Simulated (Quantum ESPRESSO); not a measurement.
A calculation with Quantum ESPRESSO 7.5 of La (ASE script, structure typed inline):

File run.py:

```python
import numpy as np
from ase.calculators.espresso import Espresso, EspressoProfile
from ase import Atoms

atoms = Atoms(['La'],
              cell=[[-2.123831071, 2.123831071, 2.123831071], [2.123831071, -2.123831071, 2.123831071], [2.123831071, 2.123831071, -2.123831071]],
              scaled_positions=[[0.0, 0.0, 0.0]],
              pbc=True)

input_data = {
    'control': {'calculation': 'scf', 'prefix': 'pwscf', 'outdir': './tmp', 'tprnfor': True, 'tstress': True, 'disk_io': 'nowf'},
    'system': {'ecutwfc': 45.0, 'ecutrho': 360.0, 'nbnd': 11, 'occupations': 'smearing', 'smearing': 'fd', 'degauss': 0.00367493},
    'electrons': {'conv_thr': 2e-10, 'electron_maxstep': 120, 'mixing_beta': 0.5},
}
pseudopotentials = {'La': 'la_pbesol_v1.uspp.F.UPF'}
profile = EspressoProfile(command='mpirun -n 2 pw.x -nk 2', pseudo_dir='pseudo')
dft = Espresso(profile=profile, input_data=input_data, pseudopotentials=pseudopotentials, kpts=(9, 9, 9), koffset=(0, 0, 0))
atoms.calc = dft

print(f'energy {atoms.get_potential_energy():.8f} eV')
print('forces (eV/A)')
print(np.round(atoms.get_forces(), 6))
print('stress (eV/A^3, Voigt)')
print(np.round(atoms.get_stress(), 8))
print(f'Fermi level {dft.get_fermi_level():.4f} eV')
```

Potentials or basis: GBRV 1.5 PBEsol.

Run with:

```console
$ OMP_NUM_THREADS=1 python run.py
```

This isn't the form of La at room conditions, which is double hcp.

Question: Write the same calculation in another form: native input, structure typed inline.

Answer: As run:

Contents of pw.in:

```
&CONTROL
  calculation = 'scf'
  prefix = 'pwscf'
  outdir = './tmp'
  pseudo_dir = './pseudo'
  tprnfor = .true.
  tstress = .true.
  disk_io = 'low'
/
&SYSTEM
  ibrav = 0
  nat = 1
  ntyp = 1
  ecutwfc = 45
  ecutrho = 360
  nbnd = 11
  occupations = 'smearing'
  smearing = 'fd'
  degauss = 0.00367493
/
&ELECTRONS
  conv_thr = 2d-10
  electron_maxstep = 120
  mixing_beta = 0.5
/
ATOMIC_SPECIES
La   138.9055 la_pbesol_v1.uspp.F.UPF
CELL_PARAMETERS angstrom
  -2.1238310710    2.1238310710    2.1238310710
   2.1238310710   -2.1238310710    2.1238310710
   2.1238310710    2.1238310710   -2.1238310710
ATOMIC_POSITIONS crystal
La     0.0000000000    0.0000000000    0.0000000000
K_POINTS automatic
9 9 9 0 0 0
```

pp_density.in

```
&INPUTPP
  prefix = 'pwscf'
  outdir = './tmp'
  filplot = 'density.dat'
  plot_num = 0
/
&PLOT
  nfile = 1
  filepp(1) = 'density.dat'
  iflag = 3
  output_format = 6
  fileout = 'density.cube'
/
```

File pp_potential.in:

```
&INPUTPP
  prefix = 'pwscf'
  outdir = './tmp'
  filplot = 'potential.dat'
  plot_num = 11
/
&PLOT
  nfile = 1
  filepp(1) = 'potential.dat'
  iflag = 3
  output_format = 6
  fileout = 'potential.cube'
/
```

Potentials or basis: GBRV 1.5 PBEsol.

Launch:

```console
$ OMP_NUM_THREADS=1 mpirun -n 2 pw.x -nk 2 -in pw.in > pw.out
$ OMP_NUM_THREADS=1 mpirun -n 1 pp.x -in pp_density.in > pp_density.out
$ OMP_NUM_THREADS=1 mpirun -n 1 pp.x -in pp_potential.in > pp_potential.out
```

Both were run:

|  | ASE script, structure typed inline | native input, structure typed inline |
| --- | --- | --- |
| Pressure | -2.4 GPa | -2.4 GPa |
| Band gap on the k mesh | none (metal or under the smearing width) | none (metal or under the smearing width) |

Keys that steer only the numerical path or the files written may differ.
